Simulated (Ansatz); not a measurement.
# Cu: which structure wins at one pressure, part 1 of 3

Which of fcc, bcc, hcp, diamond, sc, beta tin has the lowest enthalpy for Cu at one common pressure? The runs shown use LAPW. Companion runs by PAW are cited.

Program: Ansatz 0.2.0. Level of theory: DFT, PBEsol, all-electron LAPW, scalar-relativistic. These are calculated values, not measurements.

### Step 1. The starting structure

The structure is cubic, space group Fm-3m (No. 225). Conventional cell: a = 3.014 Å, b = 3.014 Å, c = 3.014 Å, α = 90.00°, β = 90.00°, γ = 90.00°. Cu (site symmetry m-3m) has 12 Cu at 2.13 Å in its first shell of neighbours.

Structure file:

```cif
data_structure
_symmetry_space_group_name_H-M 'P 1'
_symmetry_Int_Tables_number 1
_cell_length_a 2.1314
_cell_length_b 2.1314
_cell_length_c 2.1314
_cell_angle_alpha 60.000
_cell_angle_beta 60.000
_cell_angle_gamma 60.000
_cell_volume 6.85
loop_
_atom_site_label
_atom_site_type_symbol
_atom_site_fract_x
_atom_site_fract_y
_atom_site_fract_z
_atom_site_occupancy
Cu1 Cu 0.00000 0.00000 0.00000 1
```

### Step 2. Fcc relaxed under pressure, LAPW

The input, input.yaml:

```yaml
crystal:
  lattice:
    - [0.0, 1.5071096623, 1.5071096623]
    - [1.5071096623, 0.0, 1.5071096623]
    - [1.5071096623, 1.5071096623, 0.0]
  atoms:
    - { symbol: Cu, position: [0.0, 0.0, 0.0] }
kpoints:
  mp_grid: { grid: [22, 22, 22] }
scf:
  occupations: { method: fermi_dirac, width: 0.08 }
hamiltonian:
  xc: pbesol
  pseudopotentials: { kind: all_electron, lapw: { basis_error: 0.0005 } }
output:
  forces: true
  stress: true
  eigenvalues: true
relax:
  f_tol: 0.005
  max_steps: 12
  cell: { p_target: 290.0, stress_tol: 0.145 }
```

The run is started by

```bash
ansatz run input.yaml --threads 1 --pin off --max-ram 3584MiB --backend cpu --events-out ev --progress --plain --runs-dir out
```

Log:

```text
The last accepted step is kept in <dir> (removed where the run ends without a failure and the disk answers)
LAPW: plane waves up to 11.635 Å⁻¹, error target 5.0e-4 eV per atom; small_component_spin mean_spin; Cu in spheres of 1.034 Å, 19 of its electrons in bands, Dirac shells []
Engine: ansatz 0.2.0
Pseudopotentials: kind: all_electron
Pseudopotential: Cu, LAPW, valence charge 19, Koelling and Harmon's equation, gaussian nucleus
Functional definition: PBEsol
  exchange = pbesol_x
  correlation = pbesol_c
Crystal: 1 atoms, lattice volume = 6.846 Å³
Basis set: ecut = 515.754617340783 eV, 169 PW (Γ), exchange–correlation at level 2
Bands: 14, of which v1, the nominal top of the filled ones, is band 10 counted from 1 (9 counted from 0)
Symmetry: 48 space group operations
Space group: Fm-3m (ITA 225), of the structure as read, at distance tolerance 1.9e-5 Å
k-points: 328 of 10648
Non-local potential: Cu, projectors of the file, none
Initial density: superposition of atomic densities (chi_scale 0.1, normalization cell)
Initial wavefunctions: plane waves of lowest kinetic energy (no species holds an atomic orbital)
Functional: x = pbesol(κ = 0.804, μ = 0.12345679012345678), c = pbesol(β = 0.046)
iter 1 solved again at ethr=1.11e-3 eV; its pass at ethr=1.00e-1 eV (dr2=2.11e-1 eV) is discarded
SCF iter   1: F=—  HF=-44996.251777 eV  |F-HF|=—  |Δ(HF+E_count)|=         —  Δρ=9.37e-2  dr2=2.11e-1  ethr=1.11e-3  ⟨swp⟩=2.2  Hψ=31285  notcnv=0
preconditioner: auto → none  [metal: Δε(μ)=0.073 eV  Ē_g=23.999 eV  σ=0.080 eV  W_gap=0.22  n_scr=0 (ndim 8)  ℏωp=47.1 eV  f_vac=0.000  D(μ)=0.25/eV (n_scr^D=0)]
iter 2 solved again at ethr=8.73e-5 eV; its pass at ethr=1.11e-3 eV (dr2=1.66e-2 eV) is discarded
SCF iter   2: F=—  HF=-44995.999217 eV  |F-HF|=—  |Δ(HF+E_count)|=   2.53e-1  Δρ=2.59e-2  dr2=1.66e-2  ethr=8.73e-5  ⟨swp⟩=2.0  Hψ=23248  notcnv=0
SCF iter   3: F=—  HF=-44995.427048 eV  |F-HF|=—  |Δ(HF+E_count)|=   5.72e-1  Δρ=1.66e-2  dr2=6.41e-3  ethr=8.72e-5  ⟨swp⟩=3.0  Hψ=14844  notcnv=0
SCF iter   4: F=—  HF=-44995.415689 eV  |F-HF|=—  |Δ(HF+E_count)|=   1.14e-2  Δρ=2.04e-3  dr2=8.86e-5  ethr=3.37e-5  ⟨swp⟩=2.0  Hψ=12011  notcnv=0
SCF iter   5: F=—  HF=-44995.415641 eV  |F-HF|=—  |Δ(HF+E_count)|=   4.75e-5  Δρ=1.35e-4  dr2=6.66e-7  ethr=4.66e-7  ⟨swp⟩=2.0  Hψ=12008  notcnv=0
SCF iter   6: F=-44995.415638 eV  HF=-44995.415638 eV  |F-HF|=2.18e-8  |Δ(HF+E_count)|=   3.05e-6  Δρ=7.90e-6  dr2=2.31e-9  ethr=3.51e-9  ⟨swp⟩=2.3  Hψ=12101  notcnv=0
SCF 1 converged in 6 iterations: F = -44995.415638 eV  dr2 = 2.31e-9
relax step   1: F+E_penalty+E_count = -44995.41563810 eV  Δ(F+E_penalty+E_count) = +0.000e0 eV  max|allowed force component| = 0.000e0 eV/Å  Δτ_max = 0.0000 Å  P = +290.417 GPa  Ω = 6.846 Å³  (6 SCF iters, accepted)
Crystal: 1 atoms, lattice volume = 6.848 Å³
Basis set: ecut = 515.6546745848848 eV, 169 PW (Γ), exchange–correlation at level 2
Initial density: handed on by an earlier stage of this run
Initial wavefunctions: those handed on with the density
iter 1 solved again at ethr=3.97e-11 eV; its pass at ethr=1.00e-1 eV (dr2=7.54e-9 eV) is discarded
SCF iter   1: F=—  HF=-44995.419244 eV  |F-HF|=—  |Δ(HF+E_count)|=         —  Δρ=8.21e-6  dr2=1.92e-9  ethr=3.97e-11  ⟨swp⟩=5.2  Hψ=28307  notcnv=0
preconditioner: auto → none  [metal: Δε(μ)=0.027 eV  Ē_g=25.058 eV  σ=0.080 eV  W_gap=0.09  n_scr=0 (ndim 8)  ℏωp=47.1 eV  f_vac=0.000  D(μ)=0.30/eV (n_scr^D=0)]
SCF iter   2: F=-44995.419244 eV  HF=-44995.419244 eV  |F-HF|=6.51e-8  |Δ(HF+E_count)|=   1.47e-8  Δρ=1.11e-5  dr2=3.70e-9  ethr=1.01e-11  ⟨swp⟩=3.0  Hψ=13246  notcnv=0
SCF 2 converged in 2 iterations: F = -44995.419244 eV  dr2 = 3.70e-9
relax step   2: F+E_penalty+E_count = -44995.41924389 eV  Δ(F+E_penalty+E_count) = -3.606e-3 eV  max|allowed force component| = 0.000e0 eV/Å  Δτ_max = 0.0000 Å  P = +290.044 GPa  Ω = 6.848 Å³  (2 SCF iters, accepted)
iter 1 solved again at ethr=1.94e-11 eV; its pass at ethr=1.00e-1 eV (dr2=3.69e-9 eV) is discarded
SCF iter   1: F=—  HF=-44995.419244 eV  |F-HF|=—  |Δ(HF+E_count)|=         —  Δρ=1.11e-5  dr2=3.69e-9  ethr=1.94e-11  ⟨swp⟩=2.0  Hψ=20846  notcnv=0
SCF iter   2: F=-44995.419244 eV  HF=-44995.419244 eV  |F-HF|=4.90e-8  |Δ(HF+E_count)|=   5.68e-9  Δρ=5.99e-6  dr2=7.08e-10  ethr=1.94e-11  ⟨swp⟩=3.0  Hψ=13262  notcnv=0
SCF 3 converged in 2 iterations: F = -44995.419244 eV  dr2 = 7.08e-10
relax step   3: F+E_penalty+E_count = -44995.41924390 eV  Δ(F+E_penalty+E_count) = -1.329e-8 eV  max|allowed force component| = 0.000e0 eV/Å  Δτ_max = 0.0000 Å  P = +290.048 GPa  Ω = 6.848 Å³  stress off target by 4.81e-2 GPa  SCF on the basis re-selected at this cell (its energy is not comparable with the rows above)  (2 SCF iters)
basis re-selected at this cell: Δ(F+E_penalty+E_count) = -1.329e-8 eV, ΔP = +0.004 GPa vs the last step (what re-selecting the basis moved, after the strain that the cell walked since its last selection, with what the two solves' SCF thresholds leave and, on support functions, any second-order correction that the steps lacked; it is no measure of the basis error at this ecutwfc). This SCF's stress stands 4.81e-2 GPa from its target on what of the cell is left free (relax.cell.stress_tol is 1.45e-1 GPa) and its largest allowed force component is 0.00e0 eV/Å (relax.f_tol is 5.00e-3 eV/Å): within both
SCF converged after 2 iterations
Free energy (F): -44995.419244 eV
Harris-Foulkes:  -44995.419244 eV  (|F-HF|=4.90e-8)
Internal energy: -44995.413327 eV  (E = F + TS)
E sigma→0 (E₀):  -44995.416285 eV
Entropy (-TS):   -0.005917 eV (-5.917 meV/atom)
Fermi energy:    32.242467 eV
--- Per-component energies (eV) ---
  E_band       = -109.857599
  E_kinetic    = 45800.857674
  E_xc         = -1810.286856
  E_electrostatic = -88985.984146  (all electrons and nuclei)
  E_smearing   = -0.005917  (= −TS)
  E_closure    = 0.000000  (closes the sum)
  E_atoms      = -44993.559851  (free atoms, spherical and without spin; not in F)
  Σ components = -44995.419244   (vs F -44995.419244, Δ=0.00e0)
  Basis errors (estimates in eV, not in F): energy 1.1e-4 per atom: plane waves 1.0e-4 (5.4e-5 summed), levels above the bands 3.4e-173, relativity 1.8e-8, radial functions 1.1e-5, core shells 2.2e-8; eigenvalues (radial functions only) 1.7e-6; not estimated: angular momenta, meshes, grids; target (lapw.basis_error) 5.0e-4; muffin-tin radii Cu 1.034 Å
--- Forces (eV/Å), atoms counted from 1 ---
  atom   1  Cu    -0.00000000     0.00000000     0.00000000
  max |Σ_I F_I| component: 1.97e-31 eV/Å
--- Stress (GPa, compression-positive) ---
      290.048093       0.000000       0.000000
        0.000000     290.048093       0.000000
        0.000000       0.000000     290.048093
  P = ⅓ Tr σ = 290.0481 GPa (2900.481 kbar)
--- Band table (eV; the first three rows and the last of 328) ---
  k-point 0: bands = ["-82.2715", "-39.3566", "-39.3566", "-39.3566", "17.4840", "26.4432", "26.4432", "26.4432", "28.3835", "28.3835", "58.4941", "65.7682", "65.7682", "65.7682"]
  k-point 1: bands = ["-82.2681", "-39.3730", "-39.3587", "-39.3587", "17.5982", "26.4015", "26.4758", "26.4758", "28.3673", "28.3673", "58.3881", "64.3257", "65.6356", "65.6356"]
  k-point 2: bands = ["-82.2584", "-39.4209", "-39.3650", "-39.3650", "17.9357", "26.2849", "26.5650", "26.5650", "28.3278", "28.3278", "57.8461", "62.1042", "65.3173", "65.3173"]
  k-point 327: bands = ["-82.0514", "-39.9049", "-39.8396", "-39.6503", "23.6975", "24.9101", "25.6460", "28.2518", "30.0378", "40.0572", "41.9044", "43.6470", "46.8637", "67.4997"]
--- Relaxed structure (2 steps of the walk, 2 accepted, 1 SCFs on fresh bases) ---
  F+E_penalty+E_count = -44995.41924390 eV   max|allowed force component| = 0.000e0 eV/Å   (the final SCF, on the basis selected at the relaxed cell)
  cell:  # Å, volume = 6.8484 Å³
    - [3.7568416844103227e-36, 1.5072557071269037, 1.5072557071269037]
    - [1.5072557071269037, -1.99037970034984e-36, 1.5072557071269037]
    - [1.5072557071269037, 1.5072557071269037, 9.703101039205471e-37]
  atoms:
    - { symbol: Cu, position: [0.0, 0.0, 0.0] }
```

Run time: 51 s. Hardware: 1 thread of Arm Neoverse V2, shared host; peak memory 0.53 GiB.

Step by step:

| step | energy from step 1 (eV/cell) | largest force component (eV/Å) | pressure (GPa) | volume (Å³) |
| --- | --- | --- | --- | --- |
| 1 | 0.0000 | 0.0000 | 290.42 | 6.85 |
| 2 | -0.0036 | 0.0000 | 290.04 | 6.85 |
| 3 | -0.0036 | 0.0000 | 290.05 | 6.85 |

Step 1 is the start. Step 3 repeats the geometry before on a plane-wave basis chosen anew for that cell, so the energy can jump there without any move; the table keeps such jumps.

| input's cell | before | after | change |
| --- | --- | --- | --- |
| a (Å) | 2.131 | 2.132 | +0.0 % |
| b (Å) | 2.131 | 2.132 | +0.0 % |
| c (Å) | 2.131 | 2.132 | +0.0 % |
| volume (Å³/atom) | 6.85 | 6.85 | +0.0 % |

Read from it: pressure 290.05 GPa; no gap.

### Step 3. Bcc relaxed under pressure, LAPW

Edit input.yaml of step 2 so:

```diff
@@ -2,5 +2,5 @@
   lattice:
-    - [0.0, 1.5071096623, 1.5071096623]
-    - [1.5071096623, 0.0, 1.5071096623]
-    - [1.5071096623, 1.5071096623, 0.0]
+    - [-1.196794476, 1.196794476, 1.196794476]
+    - [1.196794476, -1.196794476, 1.196794476]
+    - [1.196794476, 1.196794476, -1.196794476]
   atoms:
```

The run is started by

```bash
ansatz run input.yaml --threads 1 --pin off --max-ram 3584MiB --backend cpu --events-out ev --progress --plain --runs-dir out
```

Log:

```text
[... 1 set-up line as earlier in the session ...]
LAPW: plane waves up to 12.003 Å⁻¹, error target 5.0e-4 eV per atom; small_component_spin mean_spin; Cu in spheres of 1.005 Å, 19 of its electrons in bands, Dirac shells []
[... 6 set-up lines as earlier in the session ...]
Crystal: 1 atoms, lattice volume = 6.857 Å³
Basis set: ecut = 548.9319964813313 eV, 201 PW (Γ), exchange–correlation at level 2
Bands: 14, of which v1, the nominal top of the filled ones, is band 10 counted from 1 (9 counted from 0)
[... 1 set-up line as earlier in the session ...]
Space group: Im-3m (ITA 229), of the structure as read, at distance tolerance 1.9e-5 Å
k-points: 328 of 10648
[... 4 set-up lines as earlier in the session ...]
iter 1 solved again at ethr=1.56e-3 eV; its pass at ethr=1.00e-1 eV (dr2=2.96e-1 eV) is discarded
SCF iter   1: F=—  HF=-44996.184765 eV  |F-HF|=—  |Δ(HF+E_count)|=         —  Δρ=1.05e-1  dr2=2.96e-1  ethr=1.56e-3  ⟨swp⟩=2.1  Hψ=31362  notcnv=0
preconditioner: auto → none  [metal: Δε(μ)=0.020 eV  Ē_g=24.143 eV  σ=0.080 eV  W_gap=0.06  n_scr=0 (ndim 8)  ℏωp=47.0 eV  f_vac=0.000  D(μ)=0.22/eV (n_scr^D=0)]
iter 2 solved again at ethr=1.04e-4 eV; its pass at ethr=1.56e-3 eV (dr2=1.97e-2 eV) is discarded
SCF iter   2: F=—  HF=-44995.903664 eV  |F-HF|=—  |Δ(HF+E_count)|=   2.81e-1  Δρ=2.73e-2  dr2=1.97e-2  ethr=1.04e-4  ⟨swp⟩=2.0  Hψ=23029  notcnv=0
SCF iter   3: F=—  HF=-44995.378448 eV  |F-HF|=—  |Δ(HF+E_count)|=   5.25e-1  Δρ=1.88e-2  dr2=9.42e-3  ethr=1.04e-4  ⟨swp⟩=3.0  Hψ=14810  notcnv=0
SCF iter   4: F=—  HF=-44995.366752 eV  |F-HF|=—  |Δ(HF+E_count)|=   1.17e-2  Δρ=2.07e-3  dr2=1.06e-4  ethr=4.96e-5  ⟨swp⟩=2.0  Hψ=11997  notcnv=0
SCF iter   5: F=—  HF=-44995.366715 eV  |F-HF|=—  |Δ(HF+E_count)|=   3.70e-5  Δρ=1.02e-4  dr2=2.73e-7  ethr=5.57e-7  ⟨swp⟩=2.0  Hψ=11997  notcnv=0
SCF iter   6: F=-44995.366714 eV  HF=-44995.366714 eV  |F-HF|=4.79e-9  |Δ(HF+E_count)|=   1.53e-6  Δρ=9.62e-6  dr2=1.72e-9  ethr=1.44e-9  ⟨swp⟩=2.8  Hψ=12472  notcnv=0
SCF 1 converged in 6 iterations: F = -44995.366714 eV  dr2 = 1.72e-9
relax step   1: F+E_penalty+E_count = -44995.36671393 eV  Δ(F+E_penalty+E_count) = +0.000e0 eV  max|allowed force component| = 0.000e0 eV/Å  Δτ_max = 0.0000 Å  P = +290.283 GPa  Ω = 6.857 Å³  (6 SCF iters, accepted)
Crystal: 1 atoms, lattice volume = 6.858 Å³
Basis set: ecut = 548.8526343786638 eV, 201 PW (Γ), exchange–correlation at level 2
[... 2 set-up lines as earlier in the session ...]
iter 1 solved again at ethr=2.03e-11 eV; its pass at ethr=1.00e-1 eV (dr2=3.86e-9 eV) is discarded
SCF iter   1: F=—  HF=-44995.369407 eV  |F-HF|=—  |Δ(HF+E_count)|=         —  Δρ=1.28e-5  dr2=2.61e-9  ethr=2.03e-11  ⟨swp⟩=5.1  Hψ=28259  notcnv=0
preconditioner: auto → none  [metal: Δε(μ)=0.013 eV  Ē_g=25.149 eV  σ=0.080 eV  W_gap=0.04  n_scr=0 (ndim 8)  ℏωp=47.0 eV  f_vac=0.000  D(μ)=0.20/eV (n_scr^D=0)]
SCF iter   2: F=-44995.369407 eV  HF=-44995.369407 eV  |F-HF|=5.17e-8  |Δ(HF+E_count)|=   1.45e-8  Δρ=1.02e-5  dr2=3.16e-9  ethr=1.37e-11  ⟨swp⟩=3.0  Hψ=13030  notcnv=0
SCF 2 converged in 2 iterations: F = -44995.369407 eV  dr2 = 3.16e-9
relax step   2: F+E_penalty+E_count = -44995.36940721 eV  Δ(F+E_penalty+E_count) = -2.693e-3 eV  max|allowed force component| = 0.000e0 eV/Å  Δτ_max = 0.0000 Å  P = +290.005 GPa  Ω = 6.858 Å³  (2 SCF iters, accepted)
iter 1 solved again at ethr=1.66e-11 eV; its pass at ethr=1.00e-1 eV (dr2=3.16e-9 eV) is discarded
SCF iter   1: F=—  HF=-44995.369407 eV  |F-HF|=—  |Δ(HF+E_count)|=         —  Δρ=1.02e-5  dr2=3.16e-9  ethr=1.66e-11  ⟨swp⟩=2.0  Hψ=20700  notcnv=0
SCF iter   2: F=-44995.369407 eV  HF=-44995.369407 eV  |F-HF|=3.72e-8  |Δ(HF+E_count)|=   1.14e-8  Δρ=7.16e-6  dr2=1.08e-9  ethr=1.66e-11  ⟨swp⟩=3.0  Hψ=13363  notcnv=0
SCF 3 converged in 2 iterations: F = -44995.369407 eV  dr2 = 1.08e-9
relax step   3: F+E_penalty+E_count = -44995.36940722 eV  Δ(F+E_penalty+E_count) = -8.746e-9 eV  max|allowed force component| = 0.000e0 eV/Å  Δτ_max = 0.0000 Å  P = +290.008 GPa  Ω = 6.858 Å³  stress off target by 7.63e-3 GPa  SCF on the basis re-selected at this cell (its energy is not comparable with the rows above)  (2 SCF iters)
basis re-selected at this cell: Δ(F+E_penalty+E_count) = -8.746e-9 eV, ΔP = +0.003 GPa vs the last step (what re-selecting the basis moved, after the strain that the cell walked since its last selection, with what the two solves' SCF thresholds leave and, on support functions, any second-order correction that the steps lacked; it is no measure of the basis error at this ecutwfc). This SCF's stress stands 7.63e-3 GPa from its target on what of the cell is left free (relax.cell.stress_tol is 1.45e-1 GPa) and its largest allowed force component is 0.00e0 eV/Å (relax.f_tol is 5.00e-3 eV/Å): within both
SCF converged after 2 iterations
Free energy (F): -44995.369407 eV
Harris-Foulkes:  -44995.369407 eV  (|F-HF|=3.72e-8)
Internal energy: -44995.365217 eV  (E = F + TS)
E sigma→0 (E₀):  -44995.367312 eV
Entropy (-TS):   -0.004191 eV (-4.191 meV/atom)
Fermi energy:    32.214054 eV
--- Per-component energies (eV) ---
  E_band       = -110.573144
  E_kinetic    = 45800.853162
  E_xc         = -1810.305442
  E_electrostatic = -88985.912937  (all electrons and nuclei)
  E_smearing   = -0.004191  (= −TS)
  E_closure    = 0.000000  (closes the sum)
  E_atoms      = -44993.559851  (free atoms, spherical and without spin; not in F)
  Σ components = -44995.369407   (vs F -44995.369407, Δ=0.00e0)
  Basis errors (estimates in eV, not in F): energy 1.3e-4 per atom: plane waves 1.2e-4 (6.5e-5 summed), levels above the bands 1.1e-155, relativity 1.6e-8, radial functions 1.4e-5, core shells 5.2e-8; eigenvalues (radial functions only) 5.2e-6; not estimated: angular momenta, meshes, grids; target (lapw.basis_error) 5.0e-4; muffin-tin radii Cu 1.005 Å
--- Forces (eV/Å), atoms counted from 1 ---
  atom   1  Cu    -0.00000000     0.00000000     0.00000000
  max |Σ_I F_I| component: 3.20e-31 eV/Å
--- Stress (GPa, compression-positive) ---
      290.007630       0.000000      -0.000000
        0.000000     290.007630       0.000000
       -0.000000       0.000000     290.007630
  P = ⅓ Tr σ = 290.0076 GPa (2900.076 kbar)
--- Band table (eV; the first three rows and the last of 328) ---
  k-point 0: bands = ["-82.3163", "-39.3931", "-39.3931", "-39.3931", "17.4488", "26.2781", "26.2781", "26.2781", "28.5345", "28.5345", "62.0188", "62.0188", "62.0188", "70.0167"]
  k-point 1: bands = ["-82.3127", "-39.4097", "-39.3984", "-39.3931", "17.5694", "26.2412", "26.2744", "26.3466", "28.4949", "28.5373", "61.3601", "61.8982", "61.9837", "69.6670"]
  k-point 2: bands = ["-82.3023", "-39.4579", "-39.4139", "-39.3933", "17.9258", "26.1344", "26.2570", "26.5490", "28.3924", "28.5462", "59.7074", "61.4712", "61.8883", "69.1449"]
  k-point 327: bands = ["-82.0123", "-39.9547", "-39.9547", "-39.9547", "22.5780", "22.5780", "29.8862", "29.8862", "29.8862", "43.0154", "43.0154", "43.0154", "50.5932", "50.5932"]
--- Relaxed structure (2 steps of the walk, 2 accepted, 1 SCFs on fresh bases) ---
  F+E_penalty+E_count = -44995.36940722 eV   max|allowed force component| = 0.000e0 eV/Å   (the final SCF, on the basis selected at the relaxed cell)
  cell:  # Å, volume = 6.8582 Å³
    - [-1.196880998945259, 1.196880998945259, 1.196880998945259]
    - [1.196880998945259, -1.196880998945259, 1.196880998945259]
    - [1.196880998945259, 1.196880998945259, -1.196880998945259]
  atoms:
    - { symbol: Cu, position: [0.0, 0.0, 0.0] }
```

Run time: 47 s. Hardware: 1 thread of Arm Neoverse V2, shared host; peak memory 0.51 GiB.

Step by step:

| step | energy from step 1 (eV/cell) | largest force component (eV/Å) | pressure (GPa) | volume (Å³) |
| --- | --- | --- | --- | --- |
| 1 | 0.0000 | 0.0000 | 290.28 | 6.86 |
| 2 | -0.0027 | 0.0000 | 290.00 | 6.86 |
| 3 | -0.0027 | 0.0000 | 290.01 | 6.86 |

Step 1 is the start. Step 3 repeats the geometry before on a plane-wave basis chosen anew for that cell, so the energy can jump there without any move; the table keeps such jumps.

| input's cell | before | after | change |
| --- | --- | --- | --- |
| a (Å) | 2.073 | 2.073 | +0.0 % |
| b (Å) | 2.073 | 2.073 | +0.0 % |
| c (Å) | 2.073 | 2.073 | +0.0 % |
| volume (Å³/atom) | 6.86 | 6.86 | +0.0 % |

This run gives: pressure 290.01 GPa; no gap.

(Continued in part 2 of 3.)
